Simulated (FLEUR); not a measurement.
# KF (Carobbiite) (Fm-3m) in FLEUR: further runs

One crystal, KF (Carobbiite), is run at these levels: PBE; tasks: equation of state.

Program: FLEUR MaX-R8.1 (later development tree). These are calculated values, not measurements. Logs are shortened: lines on timing, memory, paths and dates and some standing lists are left out, and cuts for length are marked.

### Step 1. The structure

It takes space group Fm-3m (No. 225, cubic). The conventional cell has a = 5.344 Å, b = 5.344 Å, c = 5.344 Å, α = 90.00°, β = 90.00°, γ = 90.00°. K (site symmetry m-3m) has 6 F at 2.67 Å as nearest neighbours. F (site symmetry m-3m) has 6 K at 2.67 Å as nearest neighbours.

### Step 2. Equation of state, PBE, 17.93 Å³/atom (volume scaled by 0.94)

inp.xml reads:

```xml
<?xml version="1.0" encoding="UTF-8" standalone="no"?>
<fleurInput fleurInputVersion="0.39">
   <comment>
      KF                                                                                                  
   </comment>
   <calculationSetup>
      <cutoffs Kmax="4.1" Gmax="12.7" GmaxXC="12.7" numbands="0"/>
      <scfLoop itmax="60" minDistance="0.00001" maxIterBroyd="15" imix="Anderson" alpha="0.05" precondParam="0.0" spinf="2.0" sdNocoIR="T"/>
      <coreElectrons ctail="T" frcor="F" kcrel="0" coretail_lmax="0"/>
      <xcFunctional name="pbe" relativisticCorrections="F"/>
      <magnetism jspins="1"/>
      <soc l_soc="F" theta="0.0" phi="0.0" spav="F"/>
      <expertModes spex="0" secvar="F"/>
      <geometryOptimization l_f="F" forcealpha="1.0" forcemix="BFGS" epsdisp="0.0005" epsforce="0.0002"/>
      <ldaU l_linMix="F" mixParam="0.05" spinf="1.0"/>
   </calculationSetup>
   <cell>
      <bzIntegration valenceElectrons="16.0" mode="hist" fermiSmearingEnergy="0.00183747">
         <kPointListSelection listName="default-1"/>
         <!-- k-points included here -->
         <xi:include xmlns:xi="http://www.w3.org/2001/XInclude" href="kpts.xml"> </xi:include>
      </bzIntegration>
      <!-- symmetry operations included here -->
      <xi:include xmlns:xi="http://www.w3.org/2001/XInclude" href="sym.xml"> </xi:include>
      <bulkLattice scale="0.9795861087">
         <bravaisMatrix>
            <row-1>    0.0000000000000000     5.0490647460125100     5.0490647460125100</row-1>
            <row-2>    5.0490647460125100     0.0000000000000000     5.0490647460125100</row-2>
            <row-3>    5.0490647460125100     5.0490647460125100     0.0000000000000000</row-3>
         </bravaisMatrix>
      </bulkLattice>
   </cell>
   <atomSpecies>
      <species name="Potassium (K)" element="K" atomicNumber="19">
         <mtSphere radius="2.57" gridPoints="877" logIncrement="0.014"/>
         <atomicCutoffs lmax="11" lnonsphr="8"/>
         <electronConfig flipSpins="F">
            <coreConfig>(1s1/2) (2s1/2) (2p1/2) (2p3/2)</coreConfig>
            <valenceConfig>(3s1/2) (3p1/2) (3p3/2) (4s1/2)</valenceConfig>
            <stateOccupation state="(4s1/2)" spinUp="0.500000" spinDown="0.500000"/>
         </electronConfig>
         <energyParameters s="4" p="3" d="3" f="4"/>
         <lo type="SCLO" l="0" n="3" eDeriv="0"/>
         <lo type="HELO" l="1" n="4" eDeriv="0"/>
         <lo type="HELO" l="1" n="4" eDeriv="1"/>
         <lo type="SCLO" l="2" n="3" eDeriv="2"/>
         <lo type="SCLO" l="3" n="4" eDeriv="2"/>
      </species>
      <species name="Fluorine (F)" element="F" atomicNumber="9">
         <mtSphere radius="1.97" gridPoints="671" logIncrement="0.016"/>
         <atomicCutoffs lmax="8" lnonsphr="6"/>
         <electronConfig flipSpins="F">
            <coreConfig>(1s1/2)</coreConfig>
            <valenceConfig>(2s1/2) (2p1/2) (2p3/2)</valenceConfig>
            <stateOccupation state="(2p1/2)" spinUp="0.833333" spinDown="0.833333"/>
            <stateOccupation state="(2p3/2)" spinUp="1.666667" spinDown="1.666667"/>
         </electronConfig>
         <energyParameters s="2" p="2" d="3" f="4"/>
         <lo type="SCLO" l="0" n="2" eDeriv="2"/>
         <lo type="SCLO" l="1" n="2" eDeriv="2"/>
         <lo type="SCLO" l="2" n="3" eDeriv="2"/>
      </species>
   </atomSpecies>
   <atomGroups>
      <atomGroup species="Potassium (K)">
         <relPos label="                   1">.0000000000 .0000000000 .0000000000</relPos>
         <force calculate="T" relaxXYZ="TTT"/>
      </atomGroup>
      <atomGroup species="Fluorine (F)">
         <relPos label="                   2">1.000/2.000 1.000/2.000 1.000/2.000</relPos>
         <force calculate="T" relaxXYZ="TTT"/>
      </atomGroup>
   </atomGroups>
   <output dos="F" band="F" slice="F">
      <checks vchk="F" cdinf="F"/>
      <bandDOS minEnergy="-.5*Htr" maxEnergy="0.5*Htr" sigma="0.015" storeEVData="T"/>
      <vacuumDOS vacdos="F" integ="F" star="F" nstars="0" locx1="0.0" locy1="0.0" locx2="0.0" locy2="0.0" nstm="0" tworkf="0.0"/>
      <unfoldingBand unfoldBand="F" supercellX="1" supercellY="1" supercellZ="1"/>
      <plotting iplot="0" polar="F">
         <plot TwoD="T" vec1="  1.0  0.0  0.0" vec2="  0.0  1.0  0.0" vec3="  0.0  0.0  1.0" zero="  0.0  0.0  0.0" file="plot"/>
      </plotting>
      <chargeDensitySlicing numkpt="0" minEigenval="0.0" maxEigenval="0.0" nnne="0" pallst="F"/>
      <specialOutput eonly="F"/>
      <moessbauerParams electricFieldGradient="T" isomerShift="T" coreHyperfine="T" valenceHyperfine="T"/>
      <magneticCircularDichroism mcd="F" energyLo="-10.0" energyUp="0.0"/>
   </output>
  <!-- We include the file relax.xml here to enable relaxations (see documentation) -->
  <xi:include xmlns:xi="http://www.w3.org/2001/XInclude" href="relax.xml"> <xi:fallback/> </xi:include>
</fleurInput>
```

Potentials or basis: all-electron, FLAPW.

Launch:

```
$ inpgen -f crystal.txt -profile fastHighL
$ # inp.xml edited to the form shown
$ fleur_MPI
```

Standard output:

```text
Welcome to FLEUR        (www.flapw.de)
      MaX-Release 8.1          (www.max-centre.eu)

 ========== k-point set info ==========
 Selected k-point list: default-1
 k-point list type: mesh
 9 x 9 x 9
 Number of k points: 35

 ------------Calculation Setup---------------------------
 Number of MPI-tasks      :            1
 Number of PE/node        :            1
 Number of OMP-threads    :            1
 Most efficient MPI parallelization for:
           1           5           7          35
 Additional eigenvalue parallelization possible
 Number of basis functions:          361
 Approximate size of matrices (H+S) per k-point:         0.002 GB
 --------------------------------------------------------
 Iteration:     1   Distance:      15.46057302 me/bohr^3
 Iteration:     2   Distance:      13.07097012 me/bohr^3
 Iteration:     3   Distance:       4.11886923 me/bohr^3
 Iteration:     4   Distance:       6.88643957 me/bohr^3
 Iteration:     5   Distance:       1.95992549 me/bohr^3
 Iteration:     6   Distance:       1.58293552 me/bohr^3
 Iteration:     7   Distance:       0.15014962 me/bohr^3
 Iteration:     8   Distance:       0.13344300 me/bohr^3
 Iteration:     9   Distance:       0.06333506 me/bohr^3
 Iteration:    10   Distance:       0.01168486 me/bohr^3
 Iteration:    11   Distance:       0.01336795 me/bohr^3
 Iteration:    12   Distance:       0.00030908 me/bohr^3
 Iteration:    13   Distance:       0.00058843 me/bohr^3
 Iteration:    14   Distance:       0.00003265 me/bohr^3
 Iteration:    15   Distance:       0.00000624 me/bohr^3

 ********************************************************************
 Run finished successfully
 Stop message:
   all done
 ********************************************************************
```

out.xml (last iteration):

```text
<iteration numberForCurrentRun="   15" overallNumber="   15">
         <energyParameters units="Htr">
            <atomicEP atomType="1" spin="1" branch="4s" branchLowest="-0.89" branchHighest="2.36" value="0.2355388025"/>
            <atomicEP atomType="1" spin="1" branch="3p" branchLowest="-9.95" branchHighest="-0.22" value="-0.3539438867"/>
            <atomicEP atomType="1" spin="1" branch="3d" branchLowest="-9.99" branchHighest="0.80" value="0.3588573356"/>
            <atomicEP atomType="1" spin="1" branch="4f" branchLowest="-9.99" branchHighest="2.69" value="0.5797358216"/>
            <loAtomicEP atomType="1" spin="1" branch="3s" branchLowest="-12.64" branchHighest="-0.89" value="-0.9609836707"/>
            <heloAtomicEP atomType="1" spin="1" branch="4p" branchLowest="1.83" branchHighest="1.83" value="1.8264604121"/>
            <heloAtomicEP atomType="1" spin="1" branch="4p" branchLowest="1.83" branchHighest="1.83" value="1.8264604121"/>
            <loAtomicEP atomType="1" spin="1" branch="3d" branchLowest="-9.99" branchHighest="0.80" value="0.3588026817"/>
            <loAtomicEP atomType="1" spin="1" branch="4f" branchLowest="-9.99" branchHighest="2.69" value="0.5797384869"/>
            <atomicEP atomType="2" spin="1" branch="2s" branchLowest="-23.91" branchHighest="-0.51" value="-0.7004122658"/>
            <atomicEP atomType="2" spin="1" branch="2p" branchLowest="-9.99" branchHighest="0.23" value="-0.0292489349"/>
            <atomicEP atomType="2" spin="1" branch="3d" branchLowest="-9.99" branchHighest="3.23" value="0.4932027630"/>
            <atomicEP atomType="2" spin="1" branch="4f" branchLowest="-9.99" branchHighest="5.56" value="0.6548329277"/>
            <loAtomicEP atomType="2" spin="1" branch="2s" branchLowest="-23.91" branchHighest="-0.51" value="-0.7004122658"/>
            <loAtomicEP atomType="2" spin="1" branch="2p" branchLowest="-9.99" branchHighest="0.23" value="-0.0299052919"/>
            <loAtomicEP atomType="2" spin="1" branch="3d" branchLowest="-9.99" branchHighest="3.23" value="0.4932033100"/>
         </energyParameters>
         <eigenvalues>
            <eigenvaluesAt spin="1" ikpt="1" k_x="0.00000000" k_y="0.00000000" k_z="0.00000000">
                      -0.9654614211       -0.6979973773       -0.3480211199       -0.3480211199       -0.3480211199
                      -0.0112974158       -0.0112974158       -0.0112974158        0.2280171465        0.3870799829
                       0.3870799829        0.3870799829        0.4500463216
            </eigenvaluesAt>
            <eigenvaluesAt spin="1" ikpt="2" k_x="0.00000000" k_y="0.00000000" k_z="0.11111111">
                      -0.9649261363       -0.6985252010       -0.3493800654       -0.3481966026       -0.3481966026
                      -0.0158088304       -0.0130990370       -0.0130990370        0.2413924625        0.3796047429
                       0.3935115279        0.3935115279        0.4546352471
            </eigenvaluesAt>
            <eigenvaluesAt spin="1" ikpt="3" k_x="0.00000000" k_y="0.00000000" k_z="0.22222222">
                      -0.9635580422       -0.6998787363       -0.3527913257       -0.3486362215       -0.3486362215
                      -0.0260269002       -0.0175821759       -0.0175821759        0.2757172688        0.3680715312
                       0.4102842469        0.4102842469        0.4683843017
            </eigenvaluesAt>
            <eigenvaluesAt spin="1" ikpt="4" k_x="0.00000000" k_y="0.00000000" k_z="0.33333333">
                      -0.9619793075       -0.7014440752       -0.3566185285       -0.3491270151       -0.3491270151
                      -0.0361484747       -0.0225193387       -0.0225193387        0.3138637634        0.3693307250
                       0.4291294063        0.4291294063        0.4918544470
            </eigenvaluesAt>
         </eigenvalues>
         <bandgap value="6.5120809878" units="eV"/>
         <sumValenceSingleParticleEnergies value="-5.5956908260" units="Htr"/>
         <FermiEnergy value="-0.0112974158" units="Htr"/>
         <valenceDensity>
            <mtCharges spin="1">
               <mtCharge atomType="1" total="7.8250650" s="1.9961135" p="5.7429068" d="0.0701680" f="0.0117354"/>
               <mtCharge atomType="2" total="6.9763774" s="1.9016484" p="5.0694678" d="0.0040187" f="0.0009776"/>
            </mtCharges>
            <spinDependentCharge spin="1" total="16.0000000" interstitial="1.1985576" mtSpheres="14.8014424"/>
            <totalCharge value="16.0000000000"/>
         </valenceDensity>
         <coreStates atomType="     1" atomicNumber=" 19" spin="1" kinEnergy="    571.3122818600" eigValSum="   -343.1290421575" lostElectrons=" 0.000000">
            <state n="1" l="0" j="0.5" energy="-129.0795414493" weight="1.0000000000"/>
            <state n="2" l="0" j="0.5" energy="-12.6412469065" weight="1.0000000000"/>
            <state n="2" l="1" j="0.5" energy="-10.0187635365" weight="1.0000000000"/>
            <state n="2" l="1" j="1.5" energy="-9.9124845932" weight="2.0000000000"/>
         </coreStates>
         <coreStates atomType="     2" atomicNumber="  9" spin="1" kinEnergy="     74.4697814259" eigValSum="    -47.8255566296" lostElectrons=" 0.000000">
            <state n="1" l="0" j="0.5" energy="-23.9127783148" weight="1.0000000000"/>
         </coreStates>
         <allElectronCharges>
            <spinDependentCharge spin="1" total="28.0000000" interstitial="1.1985577" mtSpheres="26.8014423"/>
            <totalCharge value="27.9999999989"/>
         </allElectronCharges>
         <moessbauerParams unitsHFF="kG" unitsIS="e/bohr^3" unitsEFG="Htr/bohr^2">
            <coreIsomerShift atomType="1" isTotal="5156.91576">
               <shell n="1" l="0" isomerShift="4761.91043"/>
               <shell n="2" l="0" isomerShift="393.96934"/>
               <shell n="2" l="1" isomerShift="1.03598"/>
            </coreIsomerShift>
            <coreIsomerShift atomType="2" isTotal="441.15201">
               <shell n="1" l="0" isomerShift="441.15201"/>
            </coreIsomerShift>
            <isomerShift atomType="1" nucleusRadius="0.0000802" averageDensity="5204.17081"/>
            <isomerShift atomType="2" nucleusRadius="0.0000630" averageDensity="464.55171"/>
            <electricFieldGradient atomType="1" VXX="0.00000" VYY="0.00000" VZZ="0.00000" asymParam="0.00000">
            </electricFieldGradient>
            <electricFieldGradient atomType="2" VXX="0.00000" VYY="0.00000" VZZ="0.00000" asymParam="0.00000">
            </electricFieldGradient>
         </moessbauerParams>
         <totalEnergy                                    value="     -702.1365349607" units="Htr">
            <sumOfEigenvalues                            value="     -396.5502896131">
               <coreElectrons value="-390.9545987871"/>
               <valenceElectrons value="-5.5956908260"/>
            </sumOfEigenvalues>
            <densityCoulombPotentialIntegral value="-1046.0549683936"/>
            <densityEffectivePotentialIntegral value="-1102.8360209496"/>
            <chargeDenXCDenIntegral value="-43.9395570466"/>
            <FockExchangeEnergyValence value="0.0000000000"/>
            <FockExchangeEnergyCore value="0.0000000000"/>
            <atomTypeDependentContributions atomType="1">
               <electronNucleiInteractionDifferentMTs value="714.2832493488"/>
               <MadelungTerm value="-5.7025673404"/>
            </atomTypeDependentContributions>
            <atomTypeDependentContributions atomType="2">
               <electronNucleiInteractionDifferentMTs value="120.3132105810"/>
               <MadelungTerm value="-1.1561977835"/>
            </atomTypeDependentContributions>
            <tkbTimesEntropy value="0.0000000000"/>
            <freeEnergy value="-702.1365349607"/>
            <extrapolationTo0K value="-702.1365349607"/>
         </totalEnergy>
         <densityConvergence units="me/bohr^3">
            <chargeDensity spin="1" distance="0.0000062445"/>
         </densityConvergence>
      </iteration>
```

It took 26 s on 1 thread of Arm Neoverse V1, shared host; peak memory 0.07 GiB.

Results:

| Quantity | Value |
| --- | --- |
| Free energy | -19106.1085 eV |
| Band gap on the k mesh | 6.51 eV, direct |
| Valence electrons inside the program's atomic spheres | K 7.83; F 6.98 (radii K 2.57, F 1.97 bohr) |

Caveat: an odd mesh through Γ misses points on the zone boundary, where band edges often lie.

### Step 3. Equation of state, PBE, 18.31 Å³/atom (volume scaled by 0.96)

inp.xml: that of step 2 with these lines changed.

```diff
@@ -24,3 +24,3 @@
       <xi:include xmlns:xi="http://www.w3.org/2001/XInclude" href="sym.xml"> </xi:include>
-      <bulkLattice scale="0.9795861087">
+      <bulkLattice scale="0.9864848297">
          <bravaisMatrix>
```

Potentials or basis: all-electron, FLAPW.

Launch:

```
$ inpgen -f crystal.txt -profile fastHighL
$ # inp.xml edited to the form shown
$ fleur_MPI
```

It took 27 s on 1 thread of Arm Neoverse V1, shared host; peak memory 0.07 GiB.

It converged, with:

- Free energy: -19106.1248 eV
- Band gap on the k mesh: 6.39 eV, direct
- Valence electrons inside the program's atomic spheres: K 7.82; F 6.97 (radii K 2.57, F 1.97 bohr)

Caveat: an odd mesh through Γ misses points on the zone boundary, where band edges often lie.

### Step 4. Equation of state, PBE, 18.69 Å³/atom (volume scaled by 0.98)

inp.xml: that of step 3 with these lines changed.

```diff
@@ -24,3 +24,3 @@
       <xi:include xmlns:xi="http://www.w3.org/2001/XInclude" href="sym.xml"> </xi:include>
-      <bulkLattice scale="0.9864848297">
+      <bulkLattice scale="0.9932883884">
          <bravaisMatrix>
```

Launch:

```
$ inpgen -f crystal.txt -profile fastHighL
$ # inp.xml edited to the form shown
$ fleur_MPI
```

It took 31 s on 1 thread of Arm Neoverse V1, shared host; peak memory 0.07 GiB.

It converged, with:

- Free energy: -19106.1368 eV
- Band gap on the k mesh: 6.28 eV, direct
- Valence electrons inside the program's atomic spheres: K 7.81; F 6.97 (radii K 2.57, F 1.97 bohr)

Caveat: an odd mesh through Γ misses points on the zone boundary, where band edges often lie.

### Step 5. Equation of state, PBE, 19.07 Å³/atom

inp.xml: that of step 4 with these lines changed.

```diff
@@ -24,3 +24,3 @@
       <xi:include xmlns:xi="http://www.w3.org/2001/XInclude" href="sym.xml"> </xi:include>
-      <bulkLattice scale="0.9932883884">
+      <bulkLattice scale="1.0000000000">
          <bravaisMatrix>
```

Launch:

```
$ inpgen -f crystal.txt -profile fastHighL
$ # inp.xml edited to the form shown
$ fleur_MPI
```

Run time: 32 s. Hardware: 1 thread of Arm Neoverse V1, shared host; peak memory 0.07 GiB.

It converged, with:

```yaml
Free_energy: -19106.1452 eV
Band_gap_on_the_k_mesh: 6.18 eV, direct
Valence_electrons_inside_the_program's_atomic_spheres: K 7.80; F 6.96 (radii K 2.57, F 1.97 bohr)
```

Caveat: an odd mesh through Γ misses points on the zone boundary, where band edges often lie.

### Step 6. Equation of state, PBE, 19.46 Å³/atom (volume scaled by 1.02)

inp.xml: that of step 5 with these lines changed.

```diff
@@ -24,3 +24,3 @@
       <xi:include xmlns:xi="http://www.w3.org/2001/XInclude" href="sym.xml"> </xi:include>
-      <bulkLattice scale="1.0000000000">
+      <bulkLattice scale="1.0066227096">
          <bravaisMatrix>
```

Potentials or basis: all-electron, FLAPW.

Launch:

```
$ inpgen -f crystal.txt -profile fastHighL
$ # inp.xml edited to the form shown
$ fleur_MPI
```

It took 32 s on 1 thread of Arm Neoverse V1, shared host; peak memory 0.07 GiB.

Results (log left out):

| Item | Value |
| --- | --- |
| Free energy | -19106.1501 eV |
| Band gap on the k mesh | 6.07 eV, direct |
| Valence electrons inside the program's atomic spheres | K 7.79; F 6.96 (radii K 2.57, F 1.97 bohr) |

Caveat: an odd mesh through Γ misses points on the zone boundary, where band edges often lie.

### Step 7. Equation of state, PBE, 19.84 Å³/atom (volume scaled by 1.04)

inp.xml: that of step 6 with these lines changed.

```diff
@@ -24,3 +24,3 @@
       <xi:include xmlns:xi="http://www.w3.org/2001/XInclude" href="sym.xml"> </xi:include>
-      <bulkLattice scale="1.0066227096">
+      <bulkLattice scale="1.0131594038">
          <bravaisMatrix>
```

Launch:

```
$ inpgen -f crystal.txt -profile fastHighL
$ # inp.xml edited to the form shown
$ fleur_MPI
```

Wall time 33 s (1 thread of Arm Neoverse V1, shared host); peak memory 0.07 GiB.

Results (log left out):

```yaml
Free_energy: -19106.1520 eV
Band_gap_on_the_k_mesh: 5.97 eV, direct
Valence_electrons_inside_the_program's_atomic_spheres: K 7.79; F 6.95 (radii K 2.57, F 1.97 bohr)
```

Caveat: an odd mesh through Γ misses points on the zone boundary, where band edges often lie.

### Step 8. Equation of state, PBE, 20.22 Å³/atom (volume scaled by 1.06)

inp.xml: that of step 7 with these lines changed.

```diff
@@ -24,3 +24,3 @@
       <xi:include xmlns:xi="http://www.w3.org/2001/XInclude" href="sym.xml"> </xi:include>
-      <bulkLattice scale="1.0131594038">
+      <bulkLattice scale="1.0196128224">
          <bravaisMatrix>
```

Launch:

```
$ inpgen -f crystal.txt -profile fastHighL
$ # inp.xml edited to the form shown
$ fleur_MPI
```

It took 34 s on 1 thread of Arm Neoverse V1, shared host; peak memory 0.07 GiB.

The run converged. Its results:

| Property | Result |
| --- | --- |
| Free energy | -19106.1511 eV |
| Band gap on the k mesh | 5.88 eV, direct |
| Valence electrons inside the program's atomic spheres | K 7.78; F 6.95 (radii K 2.57, F 1.97 bohr) |

Caveat: an odd mesh through Γ misses points on the zone boundary, where band edges often lie.

### Step 9. Equation of state, PBE

Potentials or basis: all-electron, FLAPW.

No new run: the results of the series are fitted here.

Results:

| Property | Result |
| --- | --- |
| Equilibrium volume | 19.90 Å³/atom |
| Bulk modulus | 29 GPa |
| Pressure derivative of the bulk modulus | 4.6 (rough: it moves with the points fitted) |

Energy against volume, from the lowest point:
```tsv
volume (Å³/atom)	energy (meV/atom)
17.929	21.76
18.311	13.56
18.692	7.58
19.074	3.41
19.455	0.93
19.837	0.00
20.218	0.45
```

PBE usually gives volumes a little too large and moduli too small. Zero-point motion and thermal expansion aren't in these numbers.
